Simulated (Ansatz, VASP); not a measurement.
# Two plane-wave programs on Al2Pt

Contents of INCAR:

```
SYSTEM = Al2Pt
PREC = Accurate
ENCUT = 520
EDIFF = 1E-6
ISMEAR = 0
SIGMA = 0.1
LREAL = .False.
LASPH = .True.
NELM = 60
ALGO = Fast
ISIF = 2
LWAVE = .False.
LCHARG = .False.
GGA = PE
NBANDS = 25
```

File KPOINTS:

```
Automatic mesh
0
Gamma
  4 4 4
  0 0 0
```

Contents of POSCAR:

```
Al2Pt
1.0
    4.2450846400      0.0000000000      0.0000000000
    0.0000000000      4.2450846400      0.0000000000
    0.0000000000      0.0000000000      5.7230870000
Al Pt
4 2
Direct
    0.5000000000      0.5000000000      0.0000000000
    0.0000000000      0.0000000000      0.5000000000
    0.5000000000      0.5000000000      0.5000000000
    0.0000000000      0.0000000000      0.0000000000
    0.5000000000      0.0000000000      0.6992385800
    0.0000000000      0.5000000000      0.3007614200
```

Input for Ansatz:

```yaml
crystal:
  lattice:
    - [4.24508464, 0.0, 0.0]
    - [0.0, 4.24508464, 0.0]
    - [0.0, 0.0, 5.723087]
  atoms:
    - { symbol: Al, position: [0.5, 0.5, 0.0] }
    - { symbol: Al, position: [0.0, 0.0, 0.5] }
    - { symbol: Al, position: [0.5, 0.5, 0.5] }
    - { symbol: Al, position: [0.0, 0.0, 0.0] }
    - { symbol: Pt, position: [0.5, 0.0, 0.69923858] }
    - { symbol: Pt, position: [0.0, 0.5, 0.30076142] }
basis:
  ecutwfc: 420
kpoints:
  mp_grid: { grid: [4, 4, 4] }
hamiltonian:
  xc: pbe
scf:
  occupations: { method: gaussian, width: 0.1 }
  lower_state_search: "off"
output:
  forces: true
  stress: true
  eigenvalues: true
```

Alike in both runs: task single point; functional PBE; k mesh 4 × 4 × 4; occupations gaussian, width 0.1 eV; no spin polarisation.

|  | VASP | Ansatz |
| --- | --- | --- |
| version | VASP 6.6.1 | Ansatz 0.2.0 |
| potentials or method | VASP PAW PBE potentials, release 64 (Al, Pt) | scalar-relativistic, plane waves, PAW |
| plane-wave cutoff (eV) | 520 | 420 |
| valence electrons in the cell | 32 | 48 |

```tsv
	VASP	Ansatz	Ansatz less VASP
gap on the k mesh at the Fermi level (eV)	none	none	-
pressure (GPa)	7.2	7.3	+0.12
largest component of the traceless stress (GPa)	1.74	1.74	-0.005
rms of the force components (eV/Å)	1.250	1.248	-0.0020
```

Atom by atom the forces differ by 0.002 eV/Å (rms over components). A gap of «none» marks a metal or a gap that the smearing closes. The two sets of potentials don't hold the same shells in valence.

Caveats: the k mesh is coarse (spacing up to 0.37 Å⁻¹), so the values aren't converged; forces of over 1 eV/Å show positions far from the minimum, so gaps and moduli don't describe the material at rest. Spin-orbit coupling is left out, which matters for the levels of Pt.
